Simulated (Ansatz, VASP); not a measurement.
## One calculation of C, two programs

Contents of INCAR:

```
ALGO     = Normal         # electronic algorithm
DIPOL    = 0.5 0.5 0.356
EDIFF    = 1E-6           # SCF threshold, eV
EDIFFG   = -0.003         # ionic threshold
ENCUT    = 520            # plane-wave cutoff, eV
GGA      = PE             # functional
IBRION   = 2              # ionic algorithm
IDIPOL   = 3            
ISIF     = 2              # what is computed and relaxed
ISMEAR   = 0              # smearing method
IVDW     = 12             # dispersion correction
LASPH    = True           # aspherical terms in the spheres
LCHARG   = False          # write CHGCAR
LDIPOL   = True         
LREAL    = False          # projectors in reciprocal space
LWAVE    = False          # write WAVECAR
NELM     = 100            # most SCF steps
NSW      = 40             # ionic steps
PREC     = Accurate       # precision mode
SIGMA    = 0.1            # smearing width, eV
```

Contents of KPOINTS:

```
k-points
0
Gamma
  15 15 1
```

The input POSCAR:

```
C
1.0
    2.4657189577      0.0000000000      0.0000000000
   -1.2328594788      2.1353752560      0.0000000000
    0.0000000000      0.0000000000     17.5000000000
C
4
Selective dynamics
Direct
    0.3333333333      0.6666666667      0.2571383688  F F F
    0.6666666667      0.3333333333      0.2571428571  F F T
    0.6666666667      1.3333333333      0.4546010820  F F T
    0.3333333333      1.6666666667      0.4546008436  F F T
```

Input for Ansatz:

```yaml
crystal:
  lattice:
    - [2.4657189577, 0.0, 0.0]
    - [-1.2328594788, 2.135375256, 0.0]
    - [0.0, 0.0, 17.5]
  atoms:
    - { symbol: C, position: [0.3333333333, 0.6666666667, 0.2571383688] }
    - { symbol: C, position: [0.6666666667, 0.3333333333, 0.2571428571] }
    - { symbol: C, position: [0.6666666667, 1.3333333333, 0.454601082] }
    - { symbol: C, position: [0.3333333333, 1.6666666667, 0.4546008436] }
basis:
  ecutwfc: 420
kpoints:
  mp_grid: { grid: [15, 15, 1] }
hamiltonian:
  xc: pbe
  dispersion: d3bj
scf:
  occupations: { method: gaussian, width: 0.1 }
output:
  forces: true
  eigenvalues: true
  write_density: true
  write_potential: true
  elf: true
  volumetric_format: npy
relax:
  adjacent_minimum: "off"
  f_tol: 0.003
  max_steps: 20
  constraints: [{ site: 0 }, { sites: [1, 2, 3], fix: xy }]
efield:
  axis: 3
  dipole_correction: true
  ramp_width: 0.04
```

Alike in both runs: task relaxation of the atoms; functional PBE; dispersion D3(BJ); k mesh 15 × 15 × 1; occupations gaussian, width 0.1 eV; no spin polarisation.

|  | VASP | Ansatz |
| --- | --- | --- |
| version | VASP 6.6.1 | Ansatz 0.2.0 |
| potentials or method | VASP PAW PBE potentials, release 64 (C) | scalar-relativistic, plane waves, PAW |
| plane-wave cutoff (eV) | 520 | 420 |
| valence electrons in the cell | 16 | 16 |

|  | VASP | Ansatz | Ansatz less VASP |
| --- | --- | --- | --- |
| gap on the k mesh at the Fermi level, each at its own relaxed structure (eV) | 0.46 | 0.46 | +0.001 |

Ansatz warned: «structure_snapped_to_symmetry».
